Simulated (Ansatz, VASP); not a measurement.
Si: VASP beside Ansatz

Contents of INCAR:

```
SYSTEM = Si
ALGO = Normal ; EDIFF = 1E-6
ENCUT = 520 ; GGA = CA
ISIF = 2 ; ISMEAR = -1
LASPH = .True. ; LCHARG = .False.
LREAL = .False. ; LWAVE = .False.
NBANDS = 8 ; NELM = 60
PREC = Accurate ; SIGMA = 0.08
```

Contents of KPOINTS:

```
k-points
0
Gamma
  18 18 18
  0 0 0
```

Contents of POSCAR:

```
Si
1.0
    0.0000000000      1.6975658113      1.6975658113
    1.6975658113      0.0000000000      1.6975658113
    1.6975658113      1.6975658113      0.0000000000
Si
1
Direct
    0.0000000000      0.0000000000      0.0000000000
```

Input for Ansatz:

```yaml
crystal:
  lattice:
    - [0.0, 1.6975658113, 1.6975658113]
    - [1.6975658113, 0.0, 1.6975658113]
    - [1.6975658113, 1.6975658113, 0.0]
  atoms:
    - { symbol: Si, position: [0.0, 0.0, 0.0] }
kpoints:
  mp_grid: { grid: [18, 18, 18] }
scf:
  occupations: { method: fermi_dirac, width: 0.08 }
hamiltonian:
  xc: lda
  pseudopotentials: { kind: paw }
output:
  forces: true
  stress: true
  eigenvalues: true
  populations: true
```

Change from the starting cell: volume scaled by 0.7, PAW files.

Alike in both runs: task single point; functional LDA; k mesh 18 × 18 × 18; occupations fermi-dirac, width 0.08 eV; no spin polarisation.

|  | VASP | Ansatz |
| --- | --- | --- |
| version | VASP 6.6.1 | Ansatz 0.2.0 |
| potentials or method | VASP PAW LDA potentials, release 64 (Si) | PAW with Ansatz's default frozen-core files, scalar-relativistic |
| plane-wave cutoff (eV) | 520 | 420 |
| valence electrons in the cell | 4 | 4 |

Ansatz gave:

```
pressure (GPa) : 67.2
```

**Question.** What did VASP give for the same quantities?

**Answer.** Pressure (GPa): 67.3.

Caveats: the cell as given lies far from equilibrium; so large a pressure means that the cell lies far from this level's equilibrium, or that cutoff or potentials fall short (VASP).
